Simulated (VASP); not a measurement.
Crystal: Cu3Au (Auricupride).

```
CELL_PARAMETERS angstrom
3.74000 0.00000 0.00000
0.00000 3.74000 0.00000
0.00000 0.00000 3.74000
ATOMIC_POSITIONS crystal
Au 0.00000 0.00000 0.00000
Cu 0.50000 0.50000 0.00000
Cu 0.50000 0.00000 0.50000
Cu 0.00000 0.50000 0.50000
```

- Program: VASP 6.6.1
- Task: relaxation of cell and atoms
- Functional: PBE
- Potentials or basis: VASP PAW PBE potentials, release 54 (Au, Cu)
- Cutoff: 580 eV
- k mesh: 7 × 7 × 7
- Occupations: fermi-dirac, width 0.05 eV
- Spin: no spin polarisation

At the start: pressure 5.3 GPa; volume 13.08 Å³/atom.

**Question.** Where does the relaxation end?

**Answer.** Over 3 steps the energy falls by 7.2 meV/atom and the volume is 13.53 Å³/atom (+3.5 %); space group Pm-3m (No. 221, to 0.05 Å).

The path:
```csv
step,energy change (eV),largest force (eV/Å),pressure (GPa),volume (Å³)
1,0.0000,0.0000,5.34,52.31
2,-0.0101,0.0000,-3.81,55.68
3,-0.0286,0.0000,0.08,54.13
```

Final structure:
```
Au Cu
1.0
     3.78281    0.00000    0.00000
     0.00000    3.78281    0.00000
     0.00000    0.00000    3.78281
Au Cu
1 3
Direct
  0.00000 0.00000 0.00000
  0.50000 0.50000 0.00000
  0.50000 0.00000 0.50000
  0.00000 0.50000 0.50000
```
